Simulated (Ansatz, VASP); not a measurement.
**One calculation of CdS, two programs**

File INCAR:

```
PREC     = Accurate       # precision mode
ENCUT    = 520            # plane-wave cutoff, eV
EDIFF    = 1E-7           # SCF threshold, eV
ISMEAR   = 0              # smearing method
SIGMA    = 0.05           # smearing width, eV
LREAL    = False          # projectors in reciprocal space
LASPH    = True           # aspherical terms in the spheres
NELM     = 100            # most SCF steps
ALGO     = Normal         # electronic algorithm
ISIF     = 2              # what is computed and relaxed
LWAVE    = False          # write WAVECAR
LCHARG   = False          # write CHGCAR
GGA      = PE             # functional
NBANDS   = 16             # bands
```

The input KPOINTS:

```
Automatic mesh
0
Gamma
  8 8 8
```

File POSCAR:

```
CdS
1.0
    0.0763875000      2.9100000000      2.9100000000
    2.9863875000      0.0000000000      2.9863875000
    2.9100000000      2.9100000000      0.0763875000
Cd S
1 1
Direct
    0.0000000000      0.0000000000      0.0000000000
    0.7500000000      0.7500000000      0.7500000000
```

Input for Ansatz:

```yaml
crystal:
  lattice:
    - [0.0763875, 2.91, 2.91]
    - [2.9863875, 0.0, 2.9863875]
    - [2.91, 2.91, 0.0763875]
  atoms:
    - { symbol: Cd, position: [0.0, 0.0, 0.0] }
    - { symbol: S, position: [0.75, 0.75, 0.75] }
basis:
  ecutwfc: 420
kpoints:
  mp_grid: { grid: [8, 8, 8] }
hamiltonian:
  xc: pbe
scf:
  occupations: { method: gaussian, width: 0.05 }
output:
  forces: true
  stress: true
  eigenvalues: true
```

Change from the starting cell: strain +0.0525 x Voigt [0, 0, 0, 0, 1, 0], atoms carried along.

Alike in both runs: task single point; functional PBE; k mesh 8 × 8 × 8; occupations gaussian, width 0.05 eV; no spin polarisation.

|  | VASP | Ansatz |
| --- | --- | --- |
| version | VASP 6.6.1 | Ansatz 0.2.0 |
| potentials or method | VASP PAW PBE potentials, release 64 (Cd, S) | scalar-relativistic, plane waves, PAW |
| plane-wave cutoff (eV) | 520 | 420 |
| valence electrons in the cell | 18 | 26 |

```csv
,VASP,Ansatz,Ansatz less VASP
gap on the k mesh at the Fermi level (eV),1.07,1.07,-0.004
least direct gap on the mesh (eV),1.07,1.07,-0.004
pressure (GPa),3.9,3.6,-0.38
largest component of the traceless stress (GPa),3.03,2.96,-0.064
rms of the force components (eV/Å),0.230,0.221,-0.0083
```

Atom by atom the forces differ by 0.008 eV/Å (rms over components). The functional is the same, so the differences come from potentials, cutoffs and numerics. The two sets of potentials don't hold the same shells in valence.
